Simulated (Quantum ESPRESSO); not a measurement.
CuCl2:

```xyz
3
Lattice="-2.2549 2.2549 6.8599 2.2549 -2.2549 6.8599 2.2549 2.2549 -6.8599" Properties=species:S:1:pos:R:3 pbc="T T T"
Cu    0.0000    0.0000    0.0000
Cl    2.2549    0.0000    0.0000
Cl    0.0000    2.2549    0.0000
```

Measurements of this composition are mostly on another form, of space group No. 12.

Base run:

```yaml
Program: Quantum ESPRESSO 7.5
Functional: LDA
Potentials_or_basis: GBRV 1.5 LDA
Cutoff: 762 eV
Density_cutoff: 6095 eV
k_mesh: 8 × 8 × 8
Occupations: fermi-dirac, width 0.05 eV
Spin: no spin polarisation
```

Its results: band gap on the k mesh none (metal or under the smearing width); pressure -1.9 GPa.

Task: The run is repeated on the same cell with these changes: functional from LDA to PBEsol; potentials or basis from GBRV 1.5 LDA to GBRV 1.5 PBEsol. What comes out?

Result: Band gap on the k mesh none (metal or under the smearing width); pressure -0.9 GPa.

Caveats: an odd number of electrons without spin polarisation forces a metal; a magnetic or distorted state may lie lower; the run has no spin polarisation, though such a crystal can be magnetic; semilocal functionals often make such compounds metallic where correlation or magnetic order opens a gap, which also shifts bond lengths.

Not every run made on this cell is shown here.
